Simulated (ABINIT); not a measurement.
## Pd in ABINIT: the effect of dispersion

The system is Pd.

```
Pd
1.0
     2.78367    0.00000    0.00000
    -1.39183    2.41072    0.00000
     0.00000    0.00000    4.62889
Pd
2
Cartesian
  0.0000 1.6071 1.1572
  1.3918 0.8036 3.4717
```

This isn't the form of Pd at room conditions, which is fcc.

Alike in all runs:

- Program: ABINIT 10.8.3 (patched build)
- Task: relaxation of cell and atoms
- Functional: PBE
- Potentials or basis: JTH PAW PBE v2.0
- Cutoff: 599 eV
- k mesh: 11 × 11 × 6
- Occupations: fermi-dirac, width 0.05 eV
- Spin: no spin polarisation

Each run relaxes the cell or the atoms first.

Task: One run gave: relaxed volume 15.38 Å³/atom. Which dispersion did it use?
A. none
B. D3(BJ)
C. D2
D. D3

Result: A.

| dispersion | relaxed volume (Å³/atom) |
| --- | --- |
| none | 15.38 |
| D3 | 14.74 |
| D3(BJ) | 14.77 |
| D2 | 14.77 |

Caveats: pairwise dispersion overbinds metals, which lowers pressure and volume (some runs).
